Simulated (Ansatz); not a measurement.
# How far is this GaAs from the hull?

The calculation used DFT PBE, scalar-relativistic, plane waves, PAW (Ansatz 0.2.0). All cells share a 420 eV cutoff and Γ-centred k meshes spaced at most about 0.3 Å⁻¹ (about 0.25 or finer for metals, 2π included). No spin polarisation.

Energies over the elements count from the elements' standard structures at the same level, with no fitted energy shifts.

These are static total energies at zero pressure. The reference form of As is held partly by dispersion forces, which this level lacks.

The competitors are the elements and 1 reference phase of this chemical system (from databases or known types: GaAs), relaxed at the same level; other known phases may be missing.

The candidate was reached from: random sheet. Only a and b repeat, and vacuum parts the sheet from its images along c.

```cif
data_structure
_symmetry_space_group_name_H-M 'P 1'
_symmetry_Int_Tables_number 1
_cell_length_a 5.0934
_cell_length_b 5.0934
_cell_length_c 24.6572
_cell_angle_alpha 90.000
_cell_angle_beta 90.000
_cell_angle_gamma 90.000
_cell_volume 639.67
loop_
_atom_site_label
_atom_site_type_symbol
_atom_site_fract_x
_atom_site_fract_y
_atom_site_fract_z
_atom_site_occupancy
Ga1 Ga 0.50000 0.00000 0.31255 1
Ga2 Ga 0.00000 0.50000 0.29579 1
As1 As 0.00000 0.00000 0.30417 1
As2 As 0.50000 0.50000 0.30417 1
```

Task: Where does it stand against these competitors?

Result: Not the lowest form: another structure of the same formula lies lower. Its formation energy is 0.323 eV/atom. The lowest competing phase at this composition is this:

```csv
phase,space group,source,share of atoms,ΔE_f (eV/atom)
GaAs,F-43m (No. 216),COD,1.0000,-0.352
```

The candidate lies 0.68 eV/atom above this phase. The rivals are bulk phases, so the margin includes the cost of making a free sheet.
